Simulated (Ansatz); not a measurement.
The same bond dissociation along the group F, Br, I.

Gas-phase electronic energies from Ansatz, PBE0-D4/def2-TZVP geometries. CCSD(T)/CBS is the MP2 limit (def2-TZVPP, def2-QZVPP) plus CCSD(T) − MP2 in def2-TZVPP, frozen cores. This one scheme is used for every species, atoms too. Functionals use def2-TZVPP. Open shells (•) are unrestricted, without spin–orbit coupling. Spin–orbit coupling would lower the free atoms: a little for F; clearly for Br; strongly for I. def2 core potentials past Kr. Bonds to Br, I are less sure, by a few kJ/mol each and by 10 to 20 or more in all where they break to atoms, as the def2 sets lack core-valence functions. Scalar relativity is left out up to krypton.

```
                       reaction  CCSD(T)/CBS(def2) (kcal/mol)
      `FC(F)F` → F• + `F[CH]F`•                             ?
`BrC(Br)Br` → Br• + `Br[CH]Br`•                          67.4
      `IC(I)I` → I• + `I[CH]I`•                          57.3
```

**Question.** Fill in the missing values. (An estimate is asked.)

**Answer.** The calculation gave: `FC(F)F` → F• + `F[CH]F`•: +130.7 kcal/mol.

Largest T1 diagnostic: 0.016, for `I[CH]I`•.
